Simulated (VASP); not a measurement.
# Ta (Im-3m) in VASP: notebook, part 2 of 2

VASP 6.6.1. Earlier steps stand in the parts before.

## Step 3: Relaxation of cell and atoms, r2SCAN

This run uses another cell than the first one, of 18.10 Å³/atom, 1.005 times its volume.

Input file INCAR:

```
SYSTEM = Ta
PREC = Accurate
ENCUT = 520
EDIFF = 1E-7
ISMEAR = 0
SIGMA = 0.1
LREAL = .FALSE.
LASPH = .TRUE.
NELM = 80
ALGO = Normal
ISIF = 3
LWAVE = .FALSE.
LCHARG = .FALSE.
METAGGA = R2SCAN
LMIXTAU = .TRUE.
IBRION = 2
NSW = 80
EDIFFG = -0.002
```

Input file KPOINTS:

```
regular mesh
0
G
  18 18 18
  0 0 0
```

Input file POSCAR:

```
Ta                                      
1.0
   -1.6539774490      1.6539774490      1.6539774490
    1.6539774490     -1.6539774490      1.6539774490
    1.6539774490      1.6539774490     -1.6539774490
  Ta            
     1
Direct
     0.0000000000000000    0.0000000000000000    0.0000000000000000
```

Potentials or basis: VASP PAW PBE potentials, release 64 (Ta_pv).

The run is started by

```console
$ cat potpaw_PBE.64/Ta_pv/POTCAR > POTCAR
$ mpirun -np 1 vasp_std > vasp.out
```

OUTCAR:

```text
SYSTEM = Ta
   PREC = Accurate
   ENCUT = 520
   EDIFF = 1E-7
   ISMEAR = 0
   LREAL = .FALSE.
   LASPH = .TRUE.
   NELM = 80
   ISIF = 3
   METAGGA = R2SCAN
   IBRION = 2
   NSW = 80
   EDIFFG = -0.002

 ion  position               nearest neighbor table
   1  0.000  0.000  0.000-

  LATTYP: Found a body centered cubic cell.
 ALAT       =     3.3079548980

  Lattice vectors:

[... 472 lines left out ...]
      9      13.4343      0.00000

 [... further k-points ...]

------------------------ aborting loop because EDIFF is reached ----------------------------------------

  FORCE on cell =-STRESS in cart. coord.  units (eV):
  Direction    XX          YY          ZZ          XY          YZ          ZX
  --------------------------------------------------------------------------------------
  -------------------------------------------------------------------------------------
  Total        0.0009346      0.0009346      0.0009346      0.0000000     -0.0000000     -0.0000000
  in kB        0.0827379      0.0827379      0.0827379      0.0000000     -0.0000000     -0.0000000
  external PRESSURE =       0.0827379 kB  Pullay stress =       0.0000000 kB

 VOLUME and BASIS-vectors are now :
 -----------------------------------------------------------------------------
  energy-cutoff  :      520.00
  volume of cell :       18.10
      direct lattice vectors                 reciprocal lattice vectors
    -1.653977449  1.653977449  1.653977449     0.000000000  0.302301582  0.302301582
     1.653977449 -1.653977449  1.653977449     0.302301582  0.000000000  0.302301582
     1.653977449  1.653977449 -1.653977449     0.302301582  0.302301582  0.000000000

 POSITION                                       TOTAL-FORCE (eV/Angst)
 -----------------------------------------------------------------------------------
      0.00000      0.00000      0.00000         0.000000      0.000000      0.000000
 -----------------------------------------------------------------------------------
    total drift:                               -0.000000      0.000000     -0.000000

  FREE ENERGIE OF THE ION-ELECTRON SYSTEM (eV)
  ---------------------------------------------------
  free  energy   TOTEN  =       -48.5830836809 eV

  energy  without entropy=      -48.5775232298  energy(sigma->0) =      -48.58030346

 reached required accuracy - stopping structural energy minimisation
```

It took 78 s on 1 thread of Intel Xeon Platinum 8488C (Sapphire Rapids), shared host; peak memory 0.17 GiB.

What came out:

```
Free energy             : -48.5831 eV
Pressure after relaxing : 0.0 GPa
Band gap on the k mesh  : none (metal or under the smearing width)
```

Final structure:
```
CELL_PARAMETERS angstrom
-1.65398 1.65398 1.65398
1.65398 -1.65398 1.65398
1.65398 1.65398 -1.65398
ATOMIC_POSITIONS crystal
Ta 0.00000 0.00000 0.00000
```

Caveat: the relaxation stopped at its first step, so nothing moved; the PAW data sets were made with another functional, which shifts forces and pressure a little. The run has no spin-orbit coupling, so splittings on Ta are missing.

## Step 4: Vibrations by finite differences, r2SCAN

This run uses another cell than the first one, of 18.10 Å³/atom, 1.005 times its volume.

Input file INCAR:

```
PREC = Accurate
ENCUT = 520
EDIFF = 1E-8
ISMEAR = 0
SIGMA = 0.1
LREAL = False
LASPH = True
NELM = 80
ALGO = Normal
ISIF = 3
LWAVE = False
LCHARG = False
METAGGA = R2SCAN
LMIXTAU = True
IBRION = 6
NFREE = 2
POTIM = 0.015
NSW = 1
```

Input file KPOINTS:

```
Automatic mesh
0
Gamma
  18 18 18
```

POSCAR is that of step 3.

Potentials or basis: VASP PAW PBE potentials, release 64 (Ta_pv).

The run is started by

```console
$ cat potpaw_PBE.64/Ta_pv/POTCAR > POTCAR
$ mpirun -np 1 vasp_std > vasp.out
```

OUTCAR:

```text
PREC = Accurate
   ENCUT = 520
   EDIFF = 1E-8
   ISMEAR = 0
   LREAL = False
   LASPH = True
   NELM = 80
   ISIF = 3
   METAGGA = R2SCAN
   IBRION = 6
   NFREE = 2
   POTIM = 0.015
   NSW = 1

 ion  position               nearest neighbor table
   1  0.000  0.000  0.000-

  LATTYP: Found a body centered cubic cell.
 ALAT       =     3.3079548980

  Lattice vectors:

 A1 = (  -1.6539774490,   1.6539774490,   1.6539774490)
 A2 = (   1.6539774490,  -1.6539774490,   1.6539774490)
 A3 = (   1.6539774490,   1.6539774490,  -1.6539774490)

Analysis of symmetry for initial positions (statically):
[... 697 lines left out ...]
  y    -0.00000     0.00000    -0.00000     0.00000    -0.00000     0.00000
  z     0.00000     0.00000     0.00000    -0.00000    -0.00000     0.00000

 INTERNAL STRAIN TENSORS FROM DISPLACED ATOMS
 ============================================

 INTERNAL STRAIN TENSOR FOR ION    1 for displacements in x,y,z  (eV/Angst):
          X           Y           Z          XY          YZ          ZX
  --------------------------------------------------------------------------------
  x     0.00000     0.00000     0.00000     0.00000     0.00000     0.00000
  y     0.00000     0.00000     0.00000     0.00000     0.00000     0.00000
  z     0.00000     0.00000     0.00000     0.00000     0.00000     0.00000

 Eigenvectors and eigenvalues of the dynamical matrix
 ----------------------------------------------------

   1 f/i=    0.000000 THz     0.000000 2PiTHz    0.000000 cm-1     0.000000 meV
             X         Y         Z           dx          dy          dz
      0.000000  0.000000  0.000000     1.000000    0.000000    0.000000

   2 f/i=    0.000000 THz     0.000000 2PiTHz    0.000000 cm-1     0.000000 meV
             X         Y         Z           dx          dy          dz
      0.000000  0.000000  0.000000     0.000000    1.000000    0.000000

   3 f/i=    0.000000 THz     0.000000 2PiTHz    0.000000 cm-1     0.000000 meV
             X         Y         Z           dx          dy          dz
      0.000000  0.000000  0.000000     0.000000    0.000000    1.000000

--------------------------------------------------------------------------------------------------------

 ELASTIC MODULI CONTR FROM IONIC RELAXATION (kBar)
 Direction    XX          YY          ZZ          XY          YZ          ZX
 --------------------------------------------------------------------------------
 XX           0.0000      0.0000      0.0000      0.0000      0.0000      0.0000
 YY           0.0000      0.0000      0.0000      0.0000      0.0000      0.0000
 ZZ           0.0000      0.0000      0.0000      0.0000      0.0000      0.0000
 XY           0.0000      0.0000      0.0000      0.0000      0.0000      0.0000
 YZ           0.0000      0.0000      0.0000      0.0000      0.0000      0.0000
 ZX           0.0000      0.0000      0.0000      0.0000      0.0000      0.0000
 --------------------------------------------------------------------------------

 TOTAL ELASTIC MODULI (kBar)
 Direction    XX          YY          ZZ          XY          YZ          ZX
 --------------------------------------------------------------------------------
 XX        2762.3068   1659.6062   1659.6062      0.0000     -0.0000      0.0000
 YY        1659.6062   2762.3068   1659.6062     -0.0000      0.0000     -0.0000
 ZZ        1659.6062   1659.6062   2762.3068     -0.0000      0.0000     -0.0000
 XY           0.0000     -0.0000     -0.0000    759.6351      0.0000      0.0000
 YZ          -0.0000      0.0000      0.0000      0.0000    759.6351      0.0000
 ZX           0.0000     -0.0000     -0.0000      0.0000      0.0000    759.6351
 --------------------------------------------------------------------------------
```

OSZICAR:

```text
N       E                     dE             d eps       ncg     rms          rms(c)
DAV:   1     0.941156410109E+01    0.94116E+01   -0.67136E+03  3518   0.120E+03
DAV:   2    -0.511741786100E+02   -0.60586E+02   -0.59648E+02  4393   0.256E+02
DAV:   3    -0.518996525019E+02   -0.72547E+00   -0.70468E+00  4195   0.284E+01
[... 12 lines left out ...]
DAV:   9    -0.485830833371E+02   -0.30853E-05   -0.19508E-07  3744   0.602E-03    0.105E-04
DAV:  10    -0.485830822415E+02    0.10956E-05   -0.19919E-07  3899   0.486E-03    0.594E-05
DAV:  11    -0.485830829900E+02   -0.74856E-06   -0.31965E-08  3702   0.191E-03    0.181E-05
DAV:  12    -0.485830827702E+02    0.21984E-06   -0.13350E-09  1780   0.486E-04    0.612E-06
DAV:  13    -0.485830828551E+02   -0.84918E-07   -0.14857E-10  1765   0.143E-04    0.171E-06
DAV:  14    -0.485830828529E+02    0.21464E-08   -0.10375E-11  1764   0.388E-05
  15 F= -.48583083E+02 E0= -.48580303E+02  d E =-.556045E-02
```

It took 57 min on 1 thread of Intel Xeon Platinum 8488C (Sapphire Rapids), shared host; peak memory 0.64 GiB.

What came out:

```yaml
Elastic_constants_C11_C12_C44: 276, 166, 76 GPa
Voigt_bulk_modulus: 203 GPa
```

Elastic tensor in Voigt notation (GPa, in the Cartesian axes of the cell as first typed):
```
276 166 166   0   0   0
166 276 166   0   0   0
166 166 276   0   0   0
  0   0   0  76   0   0
  0   0   0   0  76   0
  0   0   0   0   0  76
```

Clamped-ion elastic tensor (GPa):
```
276 166 166   0   0   0
166 276 166   0   0   0
166 166 276   0   0   0
  0   0   0  76   0   0
  0   0   0   0  76   0
  0   0   0   0   0  76
```

Caveat: the PAW data sets were made with another functional, which shifts forces and pressure a little. Spin-orbit coupling is left out, which matters for the levels of Ta.
